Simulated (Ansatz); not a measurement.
A run of Ansatz 0.2.0 is set up as follows.

File input.yaml:

```yaml
crystal:
  lattice:
    - [1.58, 0.9122134253, 6.15]
    - [-1.58, 0.9122134253, 6.15]
    - [0.0, -1.8244268506, 6.15]
  atoms:
    - { symbol: Mo, position: [0.0, 0.0, 0.0] }
    - { symbol: S, position: [0.417, 0.417, 0.417] }
    - { symbol: S, position: [0.25, 0.25, 0.25] }
hamiltonian:
  xc: pbesol
  pseudopotentials: { kind: paw }
kpoints:
  mp_grid: { grid: [10, 10, 10] }
scf:
  occupations: { method: fermi_dirac, width: 0.05 }
output:
  forces: true
  stress: true
  eigenvalues: true
  write_density: true
  write_potential: true
  elf: true
  volumetric_format: npy
```

Potentials or basis: Ansatz PAW.

Run with:

```sh
$ ansatz run input.yaml --threads 2 --pin off --max-ram 5632MiB --backend cpu --events-out ev --progress --plain --runs-dir out
```

Problem. Predict the band gap on the k mesh.

Solution. 0.91 eV, indirect (least direct gap 1.96 eV).

Problem. What does it give for the largest force?

Solution. 0.259 eV/Å.

Problem. What does it give for the pressure?

Solution. 0.3 GPa.

Forces in eV/Å, atoms in the order of the input:
```
Mo   0.000  0.000  0.086
S    0.000  0.000  0.174
S    0.000  0.000 -0.259
```

Caveat: the PAW data sets come from PBE, with cores solved anew for the run's functional, which leaves a small shift of forces and pressure. As with any semilocal functional, this PBEsol gap is likely too small.
